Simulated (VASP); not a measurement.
# WS2 in VASP: a series of runs

The runs below take WS2 through single point, with LDA.

Program: VASP 6.6.1. These are calculated values, not measurements. Logs are shortened: lines on timing, memory, paths and dates and some standing lists are left out, and cuts for length are marked.

## 1. The structure

The cell holds a slab with vacuum, 3 atoms: a = 3.184 Å, b = 3.184 Å, c = 11.119 Å, α = 90.00°, β = 90.00°, γ = 120.00°.

## 2. Single point, LDA

File INCAR:

```
SYSTEM = WS2
PREC = Accurate
ENCUT = 460
EDIFF = 1E-7
ISMEAR = 0
SIGMA = 0.05
LREAL = .False.
LASPH = .True.
NELM = 120
ALGO = Normal
ISIF = 2
LWAVE = .False.
LCHARG = .False.
LDIPOL = .True.
IDIPOL = 3
DIPOL = 0.5 0.5 0.500
NBANDS = 24
LVHAR = .True.
LVACPOTAV = .True.
```

File KPOINTS:

```
regular mesh
0
Gamma
  10 10 1
  0 0 0
```

File POSCAR:

```
WS2
1.0
    3.1835163600      0.0000000000      0.0000000000
   -1.5917581800      2.7570060400      0.0000000000
    0.0000000000      0.0000000000     11.1189236211
S W
2 1
Direct
    0.3333333333      0.6666666667      0.3597470525
    0.3333333333      0.6666666667      0.6402529475
    0.0000000000      0.0000000000      0.5000000000
```

Potentials or basis: VASP PAW LDA potentials, release 64 (S, W_sv).

On the command line:

```bash
$ cat potpaw_LDA.64/S/POTCAR potpaw_LDA.64/W_sv/POTCAR > POTCAR
$ mpirun -np 1 vasp_std > vasp.out
```

OUTCAR:

```text
SYSTEM = WS2
   PREC = Accurate
   ENCUT = 460
   EDIFF = 1E-7
   ISMEAR = 0
   LREAL = .False.
   LASPH = .True.
   NELM = 120
   ISIF = 2

 Found     14 irreducible k-points:

 Following reciprocal coordinates:
            Coordinates               Weight
  0.000000  0.000000  0.000000      1.000000
  0.100000 -0.000000  0.000000      6.000000
  0.200000 -0.000000  0.000000      6.000000
  0.300000  0.000000  0.000000      6.000000
  0.400000 -0.000000  0.000000      6.000000
  0.500000 -0.000000  0.000000      3.000000
   k-points           NKPTS =     14   k-points in BZ     NKDIM =     14   number of bands    NBANDS=     24
   number of dos      NEDOS =    301   number of ions     NIONS =      3
   total plane-waves  NPLWV =  46080
   dimension x,y,z NGX =    24 NGY =   24 NGZ =   80
   dimension x,y,z NGXF=    48 NGYF=   48 NGZF=  160
   ions per type =               2   1
   NGX,Y,Z   is equivalent  to a cutoff of  12.53, 12.53, 11.96 a.u.
   NGXF,Y,Z  is equivalent  to a cutoff of  25.07, 25.07, 23.92 a.u.
 SYSTEM =  WS2
   PREC   = accura    normal or accurate (medium, high low for compatibility)
   ISTART =      0    job   : 0-new  1-cont  2-samecut
   ICHARG =      2    charge: 1-file 2-atom 10-const
   ISPIN  =      1    spin polarized calculation?
   LNONCOLLINEAR =      F non collinear calculations
   LSORBIT =      F    spin-orbit coupling
   LASPH  =      T    aspherical Exc in radial PAW
   ENCUT  =  460.0 eV  33.81 Ry    5.81 a.u.   5.57  5.57 19.44*2*pi/ulx,y,z
   NELM   =    120;   NELMIN=  2; NELMDL= -5     # of ELM steps
   EDIFF  = 0.1E-06   stopping-criterion for ELM
   LREAL  =      F    real-space projection
   EDIFFG = 0.1E-05   stopping-criterion for IOM
   NSW    =      0    number of steps for IOM
   IBRION =     -1    ionic relax: 0-MD 1-quasi-New 2-CG
   NFREE  =      0    steps in history (QN), initial steepest desc. (CG)
   ISIF   =      2    stress and relaxation
   ISYM   =      2    0-nonsym 1-usesym 2-fastsym
   POTIM  = 0.5000    time-step for ionic-motion
   TEBEG  =    0.0;   TEEND  =   0.0 temperature during run
   PSTRESS=    0.0 pullay stress
   NELECT =      26.0000    total number of electrons
   NUPDOWN=      -1.0000    fix difference up-down
   EMIN   =  10.00;   EMAX   =-10.00  energy-range for DOS
   EFERMI =   0.00;   METHOD = LEGACY
   ISMEAR =     0;   SIGMA  =   0.05  broadening in eV -4-tet -1-fermi 0-gaus
   EFERMI_NEDOS =   21; number of points for ismear=-14 and -15
   IALGO  =     38    algorithm
   IMIX   =      4    mixing-type and parameters
     AMIX     =   0.40;   BMIX     =  1.00
     AMIX_MAG =   1.60;   BMIX_MAG =  1.00
  volume/ion in A,a.u.               =      32.53       219.52
  Fermi-wavevector in a.u.,A,eV,Ry     =   1.053408  1.990653 15.097966  1.109669
  Thomas-Fermi vector in A             =   2.188529
   LORBIT       =      0    0 simple, 1 ext, 2 COOP (PROOUT), +10 PAW based schemes
   GGA     = CA    functional components
   LHFCALC =     F    Hartree Fock is set to
   AEXX    =    0.0000 exact exchange contribution
   IVDW    =     0    specifies the selected vdW correction
   LEPSILON=     F    determine dielectric tensor
   LRPA    =     F    only Hartree local field effects (RPA)
 non-spin polarized calculation
 Gauss-broadening in eV      SIGMA  =   0.05
  energy-cutoff  :      460.00
  volume of cell :       97.59
 maximum number of plane-waves:      2235
 NGX is ok and might be reduce to    24
   NGX = 11   NGY = 11   NGZ = 39

 dipolmoment           0.000000      0.000000      0.000000 electrons x Angstroem

 number of electron      25.9999998 magnetization

 dipolmoment           0.000000      0.000000     -0.000000 electrons x Angstroem

 Free energy of the ion-electron system (eV)
  ---------------------------------------------------
  ext. energy  EPLUGINS =         0.00000000
  ---------------------------------------------------
  free energy    TOTEN  =       -26.11693981 eV

  energy without entropy =      -26.11693981  energy(sigma->0) =      -26.11693981

 E-fermi :   1.2781     XC(G=0):  -6.9791

 val. band max:        0.9191311211   @ k =   0.0000   0.0000   0.0000
 cond. band min:       2.9121574432   @ k =   0.3000   0.3000   0.0000
 fundamental gap:      1.9930263222
 Fermi energy:         1.2781035274

 k-point     1 :       0.0000    0.0000    0.0000
  band No.  band energies     occupation
      1     -72.6115      2.00000
      2     -37.1192      2.00000
      3     -36.9600      2.00000
      4     -36.9600      2.00000
      5     -13.7333      2.00000
      6     -12.0523      2.00000
[... 16 lines left out ...]
     23      11.5557      0.00000
     24      11.5557      0.00000

 k-point     2 :       0.1000   -0.0000    0.0000
  band No.  band energies     occupation
      1     -72.6098      2.00000
      2     -37.1132      2.00000
      3     -36.9933      2.00000
      4     -36.9678      2.00000
      5     -13.5679      2.00000
      6     -11.9936      2.00000
[... 16 lines left out ...]
     23      11.2997      0.00000
     24      12.0266      0.00000

 k-point     3 :       0.2000   -0.0000    0.0000
  band No.  band energies     occupation
      1     -72.6055      2.00000
      2     -37.0976      2.00000
      3     -37.0793      2.00000
      4     -36.9879      2.00000
      5     -13.1083      2.00000
      6     -11.8316      2.00000
[... 16 lines left out ...]
     23      11.4855      0.00000
     24      12.2953      0.00000

 k-point     4 :       0.3000    0.0000    0.0000
  band No.  band energies     occupation
      1     -72.6002      2.00000
      2     -37.1840      2.00000
      3     -37.0782      2.00000
      4     -37.0127      2.00000
      5     -12.4684      2.00000
      6     -11.6109      2.00000
[... 16 lines left out ...]
     23      12.2245      0.00000
     24      12.6007      0.00000

 k-point     5 :       0.4000   -0.0000    0.0000
  band No.  band energies     occupation
      1     -72.5958      2.00000
      2     -37.2673      2.00000
      3     -37.0625      2.00000
      4     -37.0326      2.00000
      5     -11.8593      2.00000
      6     -11.4110      2.00000
[... 16 lines left out ...]
     23      11.6899      0.00000
     24      12.1519      0.00000

 k-point     6 :       0.5000   -0.0000    0.0000
  band No.  band energies     occupation
      1     -72.5942      2.00000
      2     -37.2987      2.00000
      3     -37.0564      2.00000
      4     -37.0402      2.00000
      5     -11.5930      2.00000
      6     -11.3284      2.00000
[... 16 lines left out ...]
     23      11.6886      0.00000
     24      11.8445      0.00000

 [... further k-points ...]

------------------------ aborting loop because EDIFF is reached ----------------------------------------

  FORCE on cell =-STRESS in cart. coord.  units (eV):
  Direction    XX          YY          ZZ          XY          YZ          ZX
  --------------------------------------------------------------------------------------
  -------------------------------------------------------------------------------------
  Total       -2.1500182     -2.1500182     -1.1448274      0.0000000      0.0000000      0.0000000
  in kB      -35.2975994    -35.2975993    -18.7950315      0.0000000      0.0000000      0.0000000
  external PRESSURE =     -29.7967434 kB  Pullay stress =       0.0000000 kB

 VOLUME and BASIS-vectors are now :
 -----------------------------------------------------------------------------
  energy-cutoff  :      460.00
  volume of cell :       97.59
      direct lattice vectors                 reciprocal lattice vectors
     3.183516360  0.000000000  0.000000000     0.314118065  0.181356150  0.000000000
    -1.591758180  2.757006040  0.000000000     0.000000000  0.362712299  0.000000000
     0.000000000  0.000000000 11.118923621     0.000000000  0.000000000  0.089936763

 POSITION                                       TOTAL-FORCE (eV/Angst)
 -----------------------------------------------------------------------------------
     -0.00000      1.83800      4.00000         0.000000     -0.000000      0.357797
     -0.00000      1.83800      7.11892         0.000000     -0.000000     -0.357797
      0.00000      0.00000      5.55946        -0.000000      0.000000      0.000000
 -----------------------------------------------------------------------------------
    total drift:                                0.000000     -0.000000     -0.000000

  FREE ENERGIE OF THE ION-ELECTRON SYSTEM (eV)
  ---------------------------------------------------
  free  energy   TOTEN  =       -26.1169398094 eV

  energy  without entropy=      -26.1169398094  energy(sigma->0) =      -26.11693981

 vacuum level on the upper side and lower side of the slab         6.885         6.885
```

OSZICAR:

```text
N       E                     dE             d eps       ncg     rms          rms(c)
DAV:   1     0.166845265882E+03    0.16685E+03   -0.13474E+04   784   0.893E+02
DAV:   2    -0.170391958298E+02   -0.18388E+03   -0.17765E+03   784   0.246E+02
DAV:   3    -0.273311113688E+02   -0.10292E+02   -0.10173E+02   896   0.560E+01
DAV:   4    -0.275224479182E+02   -0.19134E+00   -0.19127E+00   864   0.839E+00
DAV:   5    -0.275277959533E+02   -0.53480E-02   -0.53478E-02   960   0.144E+00    0.266E+01
DAV:   6    -0.263296963947E+02    0.11981E+01   -0.54463E+00   776   0.138E+01    0.105E+01
DAV:   7    -0.261903321296E+02    0.13936E+00   -0.13369E+00   784   0.591E+00    0.515E+00
DAV:   8    -0.261188096278E+02    0.71523E-01   -0.31045E-01   792   0.314E+00    0.917E-01
DAV:   9    -0.261166001174E+02    0.22095E-02   -0.14884E-02   848   0.703E-01    0.497E-01
DAV:  10    -0.261160546938E+02    0.54542E-03   -0.33984E-03   832   0.339E-01    0.114E-01
DAV:  11    -0.261160832605E+02   -0.28567E-04   -0.44713E-04   824   0.121E-01    0.716E-02
DAV:  12    -0.261162993657E+02   -0.21611E-03   -0.17818E-04   744   0.746E-02    0.283E-02
DAV:  13    -0.261166656468E+02   -0.36628E-03   -0.16378E-04   752   0.580E-02    0.346E-02
DAV:  14    -0.261168762813E+02   -0.21063E-03   -0.34405E-05   728   0.236E-02    0.128E-02
DAV:  15    -0.261169275401E+02   -0.51259E-04   -0.70216E-06   760   0.128E-02    0.445E-03
DAV:  16    -0.261169388931E+02   -0.11353E-04   -0.14048E-06   776   0.454E-03    0.241E-03
DAV:  17    -0.261169397300E+02   -0.83694E-06   -0.14004E-07   752   0.170E-03    0.156E-03
DAV:  18    -0.261169398094E+02   -0.79349E-07   -0.31666E-08   648   0.973E-04
   1 F= -.26116940E+02 E0= -.26116940E+02  d E =-.116122E-25
```

stdout:

```text
POSCAR found type information on POSCAR S W
 POSCAR found :  2 types and       3 ions
 scaLAPACK will be used
 LDA part: xc-table for (Slater(with rela. corr.)+CA(PZ))
 , standard interpolation
 POSCAR, INCAR and KPOINTS ok, starting setup
 FFT: planning ... GRIDC
 FFT: planning ... GRID_SOFT
 FFT: planning ... GRID
 WAVECAR not read
 entering main loop
 -----------------------------------------------------------------------------
|                                                                             |
|           W    W    AA    RRRRR   N    N  II  N    N   GGGG   !!!           |
|           W    W   A  A   R    R  NN   N  II  NN   N  G    G  !!!           |
|           W    W  A    A  R    R  N N  N  II  N N  N  G       !!!           |
|           W WW W  AAAAAA  RRRRR   N  N N  II  N  N N  G  GGG   !            |
|           WW  WW  A    A  R   R   N   NN  II  N   NN  G    G                |
|           W    W  A    A  R    R  N    N  II  N    N   GGGG   !!!           |
|                                                                             |
|     Did not find any points to average over, which means that no vacuum     |
|     field-free region was found. Please increase the size of  your cell     |
|     in the dimension of the dipole correction to obtain accurate            |
|     workfunction values.                                                    |
|                                                                             |
 -----------------------------------------------------------------------------
```

Run time: 21 s. Hardware: 1 thread of AMD EPYC 9R14 (Zen 4), shared host; peak memory 0.15 GiB.

These settings aren't checked as converged: the numbers below hold their error.

What came out:

```yaml
Free_energy: -26.1169 eV
Largest_force: 0.358 eV/Å
Band_gap_on_the_k_mesh: 1.99 eV, indirect (least direct gap 2.15 eV)
Ionisation_potential_of_the_upper_face: 5.97 eV
```

Caveat: spin-orbit coupling is left out, which moves the levels of the heavy elements.

## 3. Single point, LDA

This run uses another cell than the first one, of 53.01 Å³/atom, 1.630 times its volume.

INCAR, as its differences from that of step 2:

```diff
@@ -13,5 +13,2 @@
 LCHARG = .False.
-LDIPOL = .True.
-IDIPOL = 3
-DIPOL = 0.5 0.5 0.500
 NBANDS = 24
@@ -19 +16,2 @@
 LVACPOTAV = .True.
+IDIPOL = 3
```

File KPOINTS:

```
regular mesh
0
Gamma
  8 8 1
  0 0 0
```

File POSCAR:

```
WS2
1.0
    3.1835163600      0.0000000000      0.0000000000
   -1.5917581800      2.7570060400      0.0000000000
    0.0000000000      0.0000000000     18.1189236211
S W
2 1
Direct
    0.3333333333      0.6666666667      0.4139318735
    0.3333333333      0.6666666667      0.5860681265
    0.0000000000      0.0000000000      0.5000000000
```

Potentials or basis: VASP PAW LDA potentials, release 64 (S, W_sv).

On the command line:

```bash
$ cat potpaw_LDA.64/S/POTCAR potpaw_LDA.64/W_sv/POTCAR > POTCAR
$ mpirun -np 1 vasp_std > vasp.out
```

Run time: 31 s. Hardware: 1 thread of AMD EPYC 9R14 (Zen 4), shared host; peak memory 0.18 GiB.

The run converged, but some of its settings lie outside the range that counts as converged, so its numbers aren't taken as properties of the slab.

What came out:

```
Free energy            : -26.1156 eV
Largest force          : 0.357 eV/Å
Band gap on the k mesh : 2.06 eV, indirect (least direct gap 2.24 eV)
```

Caveat: spin-orbit coupling is left out, which moves the levels of the heavy elements.

(Continued in part 2 of 2.)
